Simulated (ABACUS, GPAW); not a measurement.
This is a calculation of Si for ABACUS 3.10.1. Atoms were shifted at random by some hundredths of an Å from the given cell, which wasn't relaxed again for these runs. 

File INPUT:

```
INPUT_PARAMETERS
suffix              Si
calculation         scf
basis_type          pw
pseudo_dir          ./
symmetry            1
dft_functional      pbesol
ecutwfc             36
pseudo_rcut         7
nspin               1
nbands              8
ks_solver           dav
smearing_method     fd
smearing_sigma      0.00367493
scf_thr             1e-08
scf_nmax            100
mixing_type         broyden
mixing_beta         0.7
cal_force           1
cal_stress          1
kpar                4
```

The input STRU:

```
ATOMIC_SPECIES
Si 28.0850 Si.upf

LATTICE_CONSTANT
1.8897261246

LATTICE_VECTORS
0.0000000000 2.7218511865 2.7218511865
2.7218511865 0.0000000000 2.7218511865
2.7218511865 2.7218511865 0.0000000000

ATOMIC_POSITIONS
Direct

Si
0.0
2
0.5093070000 0.4893590000 0.5031720000 1 1 1
0.7438730000 0.7519100000 0.7438630000 1 1 1
```

Contents of KPT:

```
K_POINTS
0
Gamma
8 8 8 0 0 0
```

Potentials or basis: PseudoDojo NC SR 0.4.1 PBEsol standard, plane waves.

The run is started by

```sh
$ OMP_NUM_THREADS=1 mpirun -np 4 abacus > log
```

Task: Translate it to GPAW 26.7.0 (ASE script). Potentials or basis there: PAW data sets generated for this functional, cutoff 600 eV.

Result: As run (cutoffs and basis follow the program's own potentials, and thresholds, step limits or extra output files can differ):

run.py

```python
from ase import Atoms
from ase.dft.bandgap import bandgap
from ase.io import write
from ase.units import GPa
from gpaw import GPAW, PW, setup_paths

setup_paths.insert(0, '.')

atoms = Atoms(['Si', 'Si'],
              cell=[[0.0, 2.7218511865, 2.7218511865],
                    [2.7218511865, 0.0, 2.7218511865],
                    [2.7218511865, 2.7218511865, 0.0]],
              scaled_positions=[[0.509307, 0.489359, 0.503172],
                                [0.743873, 0.75191, 0.743863]],
              pbc=True)

calc = GPAW(mode=PW(600),
            xc='PBEsol',
            kpts={'size': (8, 8, 8), 'gamma': True},
            occupations={'name': 'fermi-dirac', 'width': 0.05},
            nbands=11,
            convergence={'density': 1e-05, 'energy': 1e-05},
            maxiter=150,
            txt='gpaw.txt')
atoms.calc = calc
energy = atoms.get_potential_energy()
forces = atoms.get_forces()
stress = atoms.get_stress()
calc.write('gs.gpw')
write('result.traj', atoms)
print(f'Energy: {energy:.6f} eV')
print('Forces (eV/A):')
print(forces.round(4))
print('Stress (GPa):', (stress / GPa).round(3))
print('Fermi level:', round(calc.get_fermi_level(), 4), 'eV')
print(f'Gap: {bandgap(calc)[0]:.4f} eV, direct: {bandgap(calc, direct=True)[0]:.4f} eV')
```

Potentials or basis: PAW data sets generated in the run's folder for this functional, pw.

The run is started by

```bash
$ gpaw-setup -f PBEsol Si
$ OMP_NUM_THREADS=1 python run.py
```

Both were run:

|  | ABACUS | GPAW |
| --- | --- | --- |
| Pressure | -0.5 GPa | -0.1 GPa |
| Largest force | 0.886 eV/Å | 0.892 eV/Å |
| Energy over the undisturbed cell | 15.4 meV/atom | 15.5 meV/atom |

Pressure is positive in compression.
